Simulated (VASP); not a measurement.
A run of VASP 6.6.1 is set up as follows.

File POSCAR:

```
SnO2
1.0
    3.2305756168      0.0000000000      0.0000000000
   -1.6152878084      2.7977605530      0.0000000000
    0.0000000000      0.0000000000     10.7905620000
Sn O
2 4
Direct
    0.0000000000      0.0000000000      0.0000000000
    0.0000000000      0.0000000000      0.5000000000
    0.3333333333      0.6666666667      0.9058620000
    0.3333333333      0.6666666667      0.5941380000
    0.6666666667      0.3333333333      0.0941380000
    0.6666666667      0.3333333333      0.4058620000
```

INCAR.step1

```
SYSTEM = SnO2
ALGO = Normal
EDIFF = 1E-8
ENCUT = 500
ISMEAR = 0
KPAR = 4
LASPH = .TRUE.
LCHARG = .FALSE.
LREAL = .FALSE.
LWAVE = .TRUE.
NELM = 60
PREC = Accurate
SIGMA = 0.01
```

File INCAR.step2:

```
SYSTEM = SnO2
ALGO = Exact
EDIFF = 1E-8
ENCUT = 500
ISMEAR = 0
ISTART = 1
KPAR = 4
LASPH = .TRUE.
LCHARG = .FALSE.
LOPTICS = .TRUE.
LREAL = .FALSE.
LWAVE = .TRUE.
NBANDS = 317
NELM = 1
PREC = Accurate
SIGMA = 0.01
```

File INCAR.step3:

```
SYSTEM = SnO2
ALGO = EVGW0
EDIFF = 1E-8
ENCUT = 500
ENCUTGW = 120
ISMEAR = 0
ISTART = 1
KPAR = 4
LASPH = .TRUE.
LCHARG = .FALSE.
LREAL = .FALSE.
LWAVE = .FALSE.
NBANDS = 317
NBANDSGW = 34
NELMGW = 4
NOMEGA = 50
PREC = Accurate
PRECFOCK = Fast
SIGMA = 0.01
```

KPOINTS

```
k-points
0
G
  4 4 1
  0 0 0
```

Potentials or basis: VASP PAW LDA potentials, release 64 (Sn_d_GW, O_GW).

Command:

```console
$ cat potpaw_LDA.64/Sn_d_GW/POTCAR potpaw_LDA.64/O_GW/POTCAR > POTCAR
$ cp INCAR.step1 INCAR
$ mpirun -np 4 vasp_std > vasp.out
$ cp INCAR.step2 INCAR
$ mpirun -np 4 vasp_std > vasp.out
$ cp INCAR.step3 INCAR
$ mpirun -np 4 vasp_std > vasp.out
```

Problem. Predict the quasiparticle gap.

Solution. 3.90 eV.

Problem. Estimate the least direct quasiparticle gap.

Solution. 4.36 eV.

Problem. Predict the band gap on the k mesh, mean-field level.

Solution. 1.95 eV, indirect (least direct gap 2.37 eV).

Quasiparticle gap after each update of the energies (eV): 3.59, 3.85, 3.89, 3.90

Caveat: the k mesh is coarse (spacing up to 0.58 Å⁻¹), so the values aren't converged; bands, screening cutoff and mesh are small and nothing is extrapolated, so the quasiparticle values aren't converged; spin-orbit coupling is left out, which moves the levels of the heavy elements; an odd mesh through Γ misses points on the zone boundary, where band edges often lie.
